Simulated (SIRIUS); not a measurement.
# ZnO (zincite) (P6_3mc) in SIRIUS: further runs, part 3 of 3

SIRIUS 7.12.0.

## 8. Against experiment

Step 2. Against the measured gap of ZnO, 3.37 eV (quoted in “Electronic structure of alkaline earth and post-transition metal oxides”, 2009, arxiv:0908.1581), the calculated 0.75 eV is off by -2.62 eV. So large a miss can be the level of theory's own, or it may mean another phase, state or a wrong row. The value is that of LDA, without temperature or zero-point motion. Semilocal functionals fall short of measured gaps as a rule.

Step 3. A measured gap of ZnO is 3.37 eV (quoted in “Electronic structure of alkaline earth and post-transition metal oxides”, 2009, arxiv:0908.1581); the calculated 0.72 eV misses it by -2.65 eV. So large a miss can be the level of theory's own, or it may mean another phase, state or a wrong row. The value is that of PBEsol, without temperature or zero-point motion. Semilocal functionals fall short of measured gaps as a rule.

Step 4. Against the measured gap of ZnO, 3.37 eV (quoted in “Electronic structure of alkaline earth and post-transition metal oxides”, 2009, arxiv:0908.1581), the calculated 0.71 eV is off by -2.66 eV. So large a miss can be the level of theory's own, or it may mean another phase, state or a wrong row. The value is that of WC, without temperature or zero-point motion. Semilocal functionals fall short of measured gaps as a rule.

Step 5. Measured gap of ZnO: 3.37 eV (quoted in “Electronic structure of alkaline earth and post-transition metal oxides”, 2009, arxiv:0908.1581). This calculation gives 0.85 eV (-2.52 eV). So large a miss can be the level of theory's own, or it may mean another phase, state or a wrong row. The value is that of AM05, without temperature or zero-point motion. Semilocal functionals fall short of measured gaps as a rule.

Step 6. Against the measured gap of ZnO, 3.37 eV (quoted in “Electronic structure of alkaline earth and post-transition metal oxides”, 2009, arxiv:0908.1581), the calculated 0.83 eV is off by -2.54 eV. So large a miss can be the level of theory's own, or it may mean another phase, state or a wrong row. The value is that of PBE, without temperature or zero-point motion. Semilocal functionals fall short of measured gaps as a rule.
